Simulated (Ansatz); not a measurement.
**CO2 in Ansatz: the effect of strain**

CO2:

```xyz
6
Lattice="-1.9747 1.9747 2.8935 1.9747 -1.9747 2.8935 1.9747 1.9747 -2.8935" Properties=species:S:1:pos:R:3 pbc="T T T"
O     1.3223    0.9874    3.6169
O     0.6525    0.9874    0.7234
O     2.9621    0.6525   -0.7234
O    -0.9874    1.3223    2.1701
C     0.0000    0.0000    0.0000
C     0.0000    1.9747    1.4467
```

The cell comes from a database or a generator and needn't be the stable form of this composition.

Alike in all runs:

- Program: Ansatz 0.2.0
- Task: band structure
- Functional: PBEsol
- Potentials or basis: Ansatz PAW
- Cutoff: 420 eV (not typed: the program's choice for these potentials)
- k mesh: 8 × 8 × 8
- Occupations: fermi-dirac, width 0.05 eV
- Spin: no spin polarisation
- Kind of strain: uniaxial
- Path: [["G", "X", "Y", "S", "G", "Z", "S1", "N", "P", "Y1", "Z"], ["X", "P"]]
- Points for each segment of the path: 14

Task: One run gave: gap on the mesh 7.62 eV; pressure -1.6 GPa; largest force 0.04 eV/Å. Which strain did it use?
A. -0.02
B. -0.01
C. 0.04
D. -0.04
E. 0.01

Result: A.

```tsv
strain	gap on the mesh (eV)	pressure (GPa)	largest force (eV/Å)
-0.04	7.64	3.8	0.16
-0.02	7.62	-1.6	0.04
-0.01	7.61	-4.1	0.13
0	7.59	-6.6	0.21
0.01	7.56	-8.9	0.30
0.02	7.53	-11.1	0.37
0.04	7.32	-15.2	0.52
```

Caveats: the PAW data sets come from PBE, with cores solved anew for the run's functional, which leaves a small shift of forces and pressure.

